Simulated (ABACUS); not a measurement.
# CdTe: band structure with OLYP

**What was measured.**

From a printed reference work, data compilation, for a bulk crystal of CdTe at 0 K: band gap 1.607 eV.

Crystal: CdTe.

```
Te Cd
1.0
     0.00000    3.20500    3.20500
     3.20500    0.00000    3.20500
     3.20500    3.20500    0.00000
Te Cd
1 1
Cartesian
  4.8075 4.8075 4.8075
  0.0000 0.0000 0.0000
```

```json
{"Program": "ABACUS 3.10.1", "Task": "band structure", "Functional": "OLYP", "Potentials or basis": "Ansatz NC PBE", "Cutoff": "1129 eV", "Density cutoff": "4517 eV", "Basis": "plane waves", "Occupations": "fermi-dirac, width 0.05 eV", "Spin": "no spin polarisation", "Radial cutoff of the potentials (pseudo_rcut)": "10 bohr", "Threshold of the eigensolver": "1e-07 Ry", "Density": "read from an earlier self-consistent run", "Path": "G-X-W-K-G-L-U-W-L-K, U-X", "Points for each segment of the path": "10", "SCF threshold on the density": "1e-08", "Max SCF steps": "100", "Eigensolver": "dav", "Mixing": "broyden", "Mixing share": "0.7", "Symmetry key": "-1", "Bands": "28"}
```

- Band gap along the path: 1.26 eV, direct

Levels at the corners of the path, in eV from the Fermi level:
```
point  band 14  band 15  band 16  band 17  band 18  band 19  band 20  band 21  band 22  band 23
    Γ    -8.96    -8.96    -0.66    -0.66    -0.66     0.60     4.13     4.13     4.13     7.62
    X    -8.93    -8.38    -5.00    -2.55    -2.55     2.31     2.41     8.88     8.88     8.88
    W    -8.96    -8.30    -4.88    -2.98    -2.85     3.82     4.49     5.28     6.10     9.55
    K    -8.95    -8.34    -4.90    -3.20    -2.23     2.59     4.22     7.09     7.18     7.74
    Γ    -8.96    -8.96    -0.66    -0.66    -0.66     0.60     4.13     4.13     4.13     7.62
    L    -8.95    -8.55    -5.09    -1.45    -1.45     1.51     4.78     4.78     7.19     8.70
    U    -8.95    -8.34    -4.90    -3.20    -2.23     2.59     4.22     7.09     7.18     7.74
    W    -8.96    -8.30    -4.88    -2.98    -2.85     3.82     4.49     5.28     6.10     9.55
    L    -8.95    -8.55    -5.09    -1.45    -1.45     1.51     4.78     4.78     7.19     8.70
    K    -8.95    -8.34    -4.90    -3.20    -2.23     2.59     4.22     7.09     7.18     7.74
    U    -8.95    -8.34    -4.90    -3.20    -2.23     2.59     4.22     7.09     7.18     7.74
    X    -8.93    -8.38    -5.00    -2.55    -2.55     2.31     2.41     8.88     8.88     8.88
```

Wall time 11 s on 4 MPI ranks on AMD EPYC 9R45 96-Core Processor (Zen 5), on a shared host, peak memory 0.8 GiB a rank.

Measured gap of CdTe: 1.607 eV (0 K; a printed reference work, data compilation). This calculation gives 1.26 eV (-0.34 eV). Spin-orbit coupling on Cd, Te is left out. The value is that of OLYP, without temperature or zero-point motion.

Caveat: the density is read from an earlier self-consistent run, whose mesh may be coarse; spin-orbit coupling is left out, which moves the levels of the heavy elements.
